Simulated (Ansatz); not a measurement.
Si:

```
CELL_PARAMETERS angstrom
-3.32544 3.32544 1.92239
3.32544 -3.32544 1.92239
3.32544 3.32544 -1.92239
ATOMIC_POSITIONS crystal
Si 0.82120 0.17880 0.00000
Si 0.17880 0.82120 0.00000
Si 0.82120 0.82120 0.64240
Si 0.17880 0.17880 0.35760
```

This isn't the form of Si at room conditions, which is diamond.

| Quantity | Value |
| --- | --- |
| Program | Ansatz 0.2.0 |
| Task | single point |
| Functional | PBE |
| Potentials or basis | all-electron LAPW, scalar-relativistic |
| Cutoff | 222 eV (chosen from the basis error) |
| Basis error allowed | 0.001 eV/atom |
| k mesh | 8 × 8 × 8 |
| Occupations | fermi-dirac, width 0.05 eV |
| Spin | no spin polarisation |

On this cell: pressure 1.3 GPa; largest force 0.009 eV/Å; band gap on the k mesh 0.26 eV, indirect (least direct gap 0.39 eV).

The same run follows on a disturbed copy (atoms moved at random, drawn with an rms of 0.05 Å):

```xyz
4
Lattice="-3.3254 3.3254 1.9224 3.3254 -3.3254 1.9224 3.3254 3.3254 -1.9224" Properties=species:S:1:pos:R:3 pbc="T T T"
Si   -2.1377    2.1537    1.9040
Si    2.1739   -2.2021    1.8736
Si    2.1770    2.1831    1.9349
Si    1.2056    1.1627    0.0351
```

Question: What does the disturbed cell give?

Answer: The energy moves by +31.1 meV/atom; pressure 2.1 GPa; largest force 1.609 eV/Å; band gap on the k mesh none (metal or under the smearing width).

Forces in eV/Å, atoms in the order of the input:
```
Si   0.698 -0.759 -0.250
Si  -0.501  1.494  0.324
Si  -0.604 -1.405  0.201
Si   0.407  0.670 -0.275
```

Stress tensor (GPa, compression positive):
```
 2.10  0.12  0.59
 0.12  5.53 -0.16
 0.59 -0.16 -1.21
```
